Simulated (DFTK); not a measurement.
Runs of DFTK 0.8.2 on Rb. It takes space group Im-3m (No. 229, cubic). Conventional cell: a = 5.605 Å, b = 5.605 Å, c = 5.605 Å, α = 90.00°, β = 90.00°, γ = 90.00°. 

```tsv
task	level	potentials or basis	k mesh	cutoff (eV)	gap on the mesh (eV)	pressure (GPa)	V0 of scaled cells (Å³/atom)	B0 (GPa)
single point	PBE	dojo.nc.sr.pbe.v0_4_1.standard.upf (PBE)	7 × 7 × 7	789	none	(a)	-	-
equation of state	PBEsol	SG15 1.2 (PBE)	5 × 5 × 5	952	-	-	85.81	3
band structure	BJ06	SG15 1.2 (PBE)	5 × 5 × 5	1225	none	-	-	-
equation of state	AM05	SG15 1.2 (PBE)	5 × 5 × 5	952	-	-	91.01	3
band structure	PBEsol	SG15 1.2 (PBE)	7 × 7 × 7	952	none	-0.1	-	-
```

Alike in all rows: no spin polarisation; cell as given; smearing fermi-dirac 0.05 eV.

Fill in the values left out.

(a) 0.1.

Caveats: the potentials were made for another functional, which shifts forces and pressure (some runs); the program leaves the constant c of mgga_x_tb09 at 1, so the potential is Becke-Johnson's (BJ06) and not Tran and Blaha's, with levels but no total energy (some runs).

A k mesh can miss the band edges, and the runs leave out spin-orbit coupling on Rb.

A gap of «none» marks a metal or a gap under the smearing width.

Not every run made on this cell is shown here.
